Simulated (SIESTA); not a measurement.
The system is SiC (Moissanite).

```
CELL_PARAMETERS angstrom
3.07600 0.00000 0.00000
-1.53800 2.66389 0.00000
0.00000 0.00000 5.04800
ATOMIC_POSITIONS crystal
Si 0.66667 0.33333 0.50000
Si 0.33333 0.66667 0.00000
C 0.66667 0.33333 0.88500
C 0.33333 0.66667 0.38500
```

Program: SIESTA 5.4.2. Alike in all runs: no spin polarisation; cell as given; k mesh 10 × 10 × 5; smearing fermi-dirac 0.05 eV; grid cutoff 500 Ry; energy shift 0.003 Ry.

**Question.** Order these runs on this cell by their pressure, lowest first.
A. level vdW-DF-C09; potentials or basis PseudoDojo 0.4 standard (PBE files), DZP (energy shift 0.003 Ry)
B. level VV10; potentials or basis PseudoDojo 0.4 standard (PBE files), DZP (energy shift 0.003 Ry)
C. level optB88-vdW; potentials or basis PseudoDojo 0.4 standard (PBE files), DZP (energy shift 0.003 Ry)
D. level vdW-DF2; potentials or basis PseudoDojo 0.4 standard (PBE files), DZP (energy shift 0.003 Ry)
E. level AM05; potentials or basis PseudoDojo 0.4 standard (PBEsol files), DZP (energy shift 0.003 Ry)

**Answer.** E (2.8 GPa), A (5.3 GPa), C (8.3 GPa), B (10.8 GPa), D (16.0 GPa).

Caveats: the potentials were made for another functional, which shifts forces and pressure; the basis of atomic orbitals isn't converged, which shifts pressures, moduli and gaps; the non-local part is tabulated coarsely and may be off by about a percent (some runs).

Runs at the PBE level aren't shown here.
